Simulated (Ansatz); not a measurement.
# GaSb: the cost of one run

Computed with Ansatz 0.2.0 (DFT PBE, scalar-relativistic, plane waves, PAW, unless a step's input says otherwise).

The COD entry's cell or inner coordinates are ideal or old and differ from later refinements, so a difference from it is no clean test against experiment.

2 further runs of the same task are left out: 2 set aside as unsound or not needed.

## 1. The starting structure

The structure is cubic, space group F-43m (No. 216). Conventional cell: a = 6.216 Å, b = 6.216 Å, c = 6.216 Å, α = 90.00°, β = 90.00°, γ = 90.00°. Ga (site symmetry -43m) is surrounded by 4 Sb at 2.69 Å. Sb (site symmetry -43m) is surrounded by 4 Ga at 2.69 Å.

Coordinates:

```cif
data_structure
_symmetry_space_group_name_H-M 'F-43m'
_symmetry_Int_Tables_number 216
_cell_length_a 6.2156
_cell_length_b 6.2156
_cell_length_c 6.2156
_cell_angle_alpha 90.000
_cell_angle_beta 90.000
_cell_angle_gamma 90.000
_cell_volume 240.13
loop_
_atom_site_label
_atom_site_type_symbol
_atom_site_symmetry_multiplicity
_atom_site_Wyckoff_symbol
_atom_site_fract_x
_atom_site_fract_y
_atom_site_fract_z
_atom_site_occupancy
Ga1 Ga 4 a 0.00000 0.00000 0.00000 1
Sb1 Sb 4 c 0.25000 0.25000 0.25000 1
```

This cell was relaxed beforehand with the same method: volume 30.02 Å³/atom, gap on the mesh none (metal).

## 2. Relaxing at 16 GPa

What is minimised here is the enthalpy; the energy can go up as the cell is squeezed.

input.yaml

```yaml
crystal:
  lattice:
    - [0.0, 3.1078060451, 3.1078060451]
    - [3.1078060451, 0.0, 3.1078060451]
    - [3.1078060451, 3.1078060451, 0.0]
  atoms:
    - { symbol: Ga, position: [0.0, 0.0, 0.0] }
    - { symbol: Sb, position: [0.75, 0.75, 0.75] }
basis:
  ecutwfc: 420
kpoints:
  mp_grid: { grid: [12, 12, 12] }
hamiltonian:
  xc: pbe
scf:
  occupations: { method: fermi_dirac, width: 0.15 }
output:
  forces: true
  stress: true
  eigenvalues: true
relax:
  adjacent_minimum: "off"
  f_tol: 0.001
  max_steps: 60
  cell: { stress_tol: 0.02, p_target: 16.0 }
```

Command:

```sh
ansatz run input.yaml --threads 1 --pin off --max-ram 3072MiB --backend cpu --events-out ev --progress --plain --runs-dir out
```

Q: Estimate wall time and peak memory on 1 thread of Arm Neoverse V1, shared host.

About 68 s, with a peak of 0.4 GiB.
